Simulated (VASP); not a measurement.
# CoSi2 (Fm-3m) in VASP: notebook, part 3 of 3

VASP 6.6.1.

**4. Relaxation of cell and atoms, PBE**

INCAR reads:

```
SYSTEM = CoSi2
PREC = Accurate
ENCUT = 300
EDIFF = 1E-6
ISMEAR = 1
SIGMA = 0.1
LREAL = .FALSE.
LASPH = .TRUE.
NELM = 80
ALGO = Normal
ISIF = 3
LWAVE = .FALSE.
LCHARG = .FALSE.
GGA = PE
IBRION = 2
NSW = 90
EDIFFG = -0.01
```

KPOINTS reads:

```
Automatic mesh
0
G
  6 6 6
  0 0 0
```

POSCAR reads:

```
CoSi2
1.0
    0.0000000000      2.6780000000      2.6780000000
    2.6780000000      0.0000000000      2.6780000000
    2.6780000000      2.6780000000      0.0000000000
Co Si
1 2
Direct
    0.0000000000      0.0000000000      0.0000000000
    0.2500000000      0.2500000000      0.2500000000
    0.7500000000      0.7500000000      0.7500000000
```

Potentials or basis: VASP PAW PBE potentials, release 64 (Co, Si).

Command:

```console
cat potpaw_PBE.64/Co/POTCAR potpaw_PBE.64/Si/POTCAR > POTCAR
mpirun -np 1 vasp_std > vasp.out
```

OUTCAR:

```text
SYSTEM = CoSi2
   PREC = Accurate
   ENCUT = 300
   EDIFF = 1E-6
   ISMEAR = 1
   LREAL = .FALSE.
   LASPH = .TRUE.
   NELM = 80
   ISIF = 3
   GGA = PE
   IBRION = 2
   NSW = 90
   EDIFFG = -0.01

 ion  position               nearest neighbor table
   1  0.000  0.000  0.000-   3 2.32   2 2.32   3 2.32   2 2.32   3 2.32   3 2.32   2 2.32   2 2.32

   2  0.250  0.250  0.250-   1 2.32   1 2.32   1 2.32   1 2.32   3 2.68   3 2.68   3 2.68   3 2.68
                             3 2.68   3 2.68
[... 433 lines left out ...]
  --------------------------------------------------------------------------------------
  -------------------------------------------------------------------------------------
  Total        0.0005596      0.0005596      0.0005596      0.0000000      0.0000000     -0.0000000
  in kB        0.0233414      0.0233414      0.0233414      0.0000000      0.0000000     -0.0000000
  external PRESSURE =       0.0233414 kB  Pullay stress =       0.0000000 kB

 VOLUME and BASIS-vectors are now :
 -----------------------------------------------------------------------------
  energy-cutoff  :      300.00
  volume of cell :       38.41
      direct lattice vectors                 reciprocal lattice vectors
     0.000000000  2.678000000  2.678000000    -0.186706497  0.186706497  0.186706497
     2.678000000  0.000000000  2.678000000     0.186706497 -0.186706497  0.186706497
     2.678000000  2.678000000  0.000000000     0.186706497  0.186706497 -0.186706497

 POSITION                                       TOTAL-FORCE (eV/Angst)
 -----------------------------------------------------------------------------------
      0.00000      0.00000      0.00000        -0.000000     -0.000000      0.000000
      1.33900      1.33900      1.33900         0.000000      0.000000      0.000000
      4.01700      4.01700      4.01700        -0.000000     -0.000000     -0.000000
 -----------------------------------------------------------------------------------
    total drift:                               -0.000000      0.000000      0.000000

  FREE ENERGIE OF THE ION-ELECTRON SYSTEM (eV)
  ---------------------------------------------------
  free  energy   TOTEN  =       -19.2772302592 eV

  energy  without entropy=      -19.2747347728  energy(sigma->0) =      -19.27639843

 reached required accuracy - stopping structural energy minimisation
```

CONTCAR:

```text
CoSi2
   1.00000000000000
     0.0000000000000000    2.6779999999999999    2.6779999999999999
     2.6779999999999999    0.0000000000000000    2.6779999999999999
     2.6779999999999999    2.6779999999999999    0.0000000000000000
  Co              Si
     1     2
Direct
     0.0000000000000000    0.0000000000000000    0.0000000000000000
     0.2500000000000000    0.2500000000000000    0.2500000000000000
     0.7500000000000000    0.7500000000000000    0.7500000000000000

  0.00000000E+00  0.00000000E+00  0.00000000E+00
  0.00000000E+00  0.00000000E+00  0.00000000E+00
  0.00000000E+00  0.00000000E+00  0.00000000E+00
```

Run time: 3.3 s. Hardware: 1 thread of Intel Xeon Platinum 8559C (Emerald Rapids), shared host; peak memory 0.13 GiB.

These settings aren't checked as converged: the numbers below hold their error.

Results:

- Free energy: -19.2772 eV
- Band gap on the k mesh: none (metal or under the smearing width)

Caveat: the cutoff is under 1.25 times the usual one of these potentials, so pressure, stress and relaxed cells hold a basis-set (Pulay) error; the relaxation stopped at its first step, so nothing moved.

**5. Relaxation of cell and atoms, PBE**

INCAR: that of step 4 with these lines changed.

```diff
@@ -3,3 +3,3 @@
 ENCUT = 300
-EDIFF = 1E-6
+EDIFF = 1E-7
 ISMEAR = 1
@@ -16,2 +16,2 @@
 NSW = 90
-EDIFFG = -0.01
+EDIFFG = -0.005
```

KPOINTS is that of step 4.

POSCAR reads:

```
CoSi2                                   
1.0
    0.0000000000      2.6780000000      2.6780000000
    2.6780000000      0.0000000000      2.6780000000
    2.6780000000      2.6780000000      0.0000000000
  Co              Si            
     1     2
Direct
     0.0000000000000000    0.0000000000000000    0.0000000000000000
     0.2500000000000000    0.2500000000000000    0.2500000000000000
     0.7500000000000000    0.7500000000000000    0.7500000000000000
```

Command:

```console
cat potpaw_PBE.64/Co/POTCAR potpaw_PBE.64/Si/POTCAR > POTCAR
mpirun -np 1 vasp_std > vasp.out
```

It took 3.9 s on 1 thread of Intel Xeon Platinum 8559C (Emerald Rapids), shared host; peak memory 0.12 GiB.

These settings aren't checked as converged: the numbers below hold their error.

What came out:

- Free energy: -19.2772 eV
- Band gap on the k mesh: none (metal or under the smearing width)

Caveat: the cutoff is under 1.25 times the usual one of these potentials, so pressure, stress and relaxed cells hold a basis-set (Pulay) error; the relaxation stopped at its first step, so nothing moved.

**6. Relaxation of cell and atoms, LDA**

INCAR reads:

```
SYSTEM = CoSi2
ALGO = Normal
EDIFF = 1E-6
EDIFFG = -0.01
ENCUT = 600
IBRION = 2
ISIF = 3
ISMEAR = 1
LASPH = .TRUE.
LCHARG = .FALSE.
LREAL = .FALSE.
LWAVE = .FALSE.
NELM = 80
NSW = 90
PREC = Accurate
SIGMA = 0.1
```

KPOINTS reads:

```
k-points
0
G
  12 12 12
  0 0 0
```

POSCAR reads:

```
CoSi2
1.0
    0.0000000000      2.6780000000      2.6780000000
    2.6780000000      0.0000000000      2.6780000000
    2.6780000000      2.6780000000      0.0000000000
Co Si
1 2
Direct
    0.0000000000      0.0000000000      0.0000000000
    0.2500000000      0.2500000000      0.2500000000
    0.7500000000      0.7500000000      0.7500000000
```

Potentials or basis: VASP PAW LDA potentials, release 64 (Co, Si).

Command:

```console
cat potpaw_LDA.64/Co/POTCAR potpaw_LDA.64/Si/POTCAR > POTCAR
mpirun -np 1 vasp_std > vasp.out
```

OUTCAR:

```text
SYSTEM = CoSi2
   EDIFF = 1E-6
   EDIFFG = -0.01
   ENCUT = 600
   IBRION = 2
   ISIF = 3
   ISMEAR = 1
   LASPH = .TRUE.
   LREAL = .FALSE.
   NELM = 80
   NSW = 90
   PREC = Accurate

 ion  position               nearest neighbor table
   1  0.000  0.000  0.000-   3 2.32   2 2.32   3 2.32   2 2.32   3 2.32   3 2.32   2 2.32   2 2.32

   2  0.250  0.250  0.250-   1 2.32   1 2.32   1 2.32   1 2.32   3 2.68   3 2.68   3 2.68   3 2.68
                             3 2.68   3 2.68
   3  0.750  0.750  0.750-   1 2.32   1 2.32   1 2.32   1 2.32   2 2.68   2 2.68   2 2.68   2 2.68
                             2 2.68   2 2.68

  LATTYP: Found a face centered cubic cell.
 ALAT       =     5.3560000000

  Lattice vectors:

 A1 = (   0.0000000000,   2.6780000000,   2.6780000000)
 A2 = (   2.6780000000,   0.0000000000,   2.6780000000)
 A3 = (   2.6780000000,   2.6780000000,   0.0000000000)

Analysis of symmetry for initial positions (statically):
[... 194 lines left out ...]
      7      10.6634     -0.00000
      8      13.4016      0.00000
      9      13.4016      0.00000
     10      13.4016      0.00000
     11      13.4613      0.00000
     12      13.4613      0.00000
[... 455 lines left out ...]
--------------------------------------- Ionic step        4  -------------------------------------------

 number of electron      16.9999996 magnetization

 Free energy of the ion-electron system (eV)
  ---------------------------------------------------
  ext. energy  EPLUGINS =         0.00000000
  ---------------------------------------------------
  free energy    TOTEN  =       -21.93131366 eV

  energy without entropy =      -21.93124913  energy(sigma->0) =      -21.93129215

 E-fermi :  10.6134     XC(G=0): -12.1175

 val. band max:       10.5952795244   @ k =   0.4167   0.2500   0.0833
 cond. band min:      10.6430567656   @ k =   0.4167   0.0833   0.0000
 fundamental gap:      0.0477772413
 Fermi energy:        10.6134110663

 k-point     1 :       0.0000    0.0000    0.0000
  band No.  band energies     occupation
      1      -2.8025      2.00000
      2       6.3222      2.00000
      3       6.3222      2.00000
      4       6.3222      2.00000
      5       8.5568      2.00000
      6       8.5568      2.00000
      7      11.7513     -0.00000
      8      14.1056      0.00000
      9      14.1056      0.00000
     10      14.2185      0.00000
     11      14.2185      0.00000
     12      14.2185      0.00000
[... 375 lines left out ...]
  FREE ENERGIE OF THE ION-ELECTRON SYSTEM (eV)
  ---------------------------------------------------
  free  energy   TOTEN  =       -21.9313136555 eV

  energy  without entropy=      -21.9312491287  energy(sigma->0) =      -21.93129215

 reached required accuracy - stopping structural energy minimisation
```

OSZICAR:

```text
N       E                     dE             d eps       ncg     rms          rms(c)
DAV:   1     0.747401574200E+02    0.74740E+02   -0.77792E+03  1728   0.152E+03
DAV:   2    -0.182711678820E+02   -0.93011E+02   -0.86911E+02  1736   0.272E+02
DAV:   3    -0.231848903679E+02   -0.49137E+01   -0.46965E+01  2268   0.712E+01
[... 35 lines left out ...]
DAV:   1    -0.219314727837E+02   -0.16905E-03   -0.19121E-03  1936   0.926E-01    0.118E-01
DAV:   2    -0.219318863424E+02   -0.41356E-03   -0.46780E-03  2280   0.157E+00    0.193E-01
DAV:   3    -0.219313179413E+02    0.56840E-03   -0.23382E-03  2264   0.113E+00    0.219E-02
DAV:   4    -0.219313142658E+02    0.36755E-05   -0.42088E-05  1788   0.616E-02    0.725E-03
DAV:   5    -0.219313136555E+02    0.61030E-06   -0.16887E-06  1200   0.282E-02
   4 F= -.21931314E+02 E0= -.21931292E+02  d E =-.462075E-01
```

It took 2.4 min on 1 thread of AMD EPYC 7R43 (Zen 3), shared host; peak memory 0.15 GiB.

Results:

```yaml
Free_energy: -21.9313 eV
Relaxed_volume: 12.23 Å³/atom
Relaxed_cell: a = 3.730 Å, b = 3.730 Å, c = 3.730 Å, α = 60.00°, β = 60.00°, γ = 60.00°
Space_group_after_relaxing_to_0.05_Å: Fm-3m (No. 225)
Energy_gained_by_relaxing: 15.4 meV/atom
Ionic_steps: 4
Pressure_after_relaxing: 0.0 GPa
Band_gap_on_the_k_mesh: none (metal or under the smearing width)
```

Step by step:
```
step  energy change (eV)  largest force (eV/Å)  pressure (GPa)  volume (Å³)
   1              0.0000                0.0000           -8.38        38.41
   2              0.0230                0.0000           12.13        34.81
   3             -0.0462                0.0000           -0.16        36.73
   4             -0.0462                0.0000           -0.01        36.70
```

Final structure:
```
Co Si
1.0
     0.00000    2.63766    2.63766
     2.63766    0.00000    2.63766
     2.63766    2.63766    0.00000
Co Si
1 2
Direct
  0.00000 0.00000 0.00000
  0.25000 0.25000 0.25000
  0.75000 0.75000 0.75000
```

Spin polarisation is off, so any magnetic state and its effect on volume and gap are missing. Zero-point motion and thermal expansion aren't in these numbers.
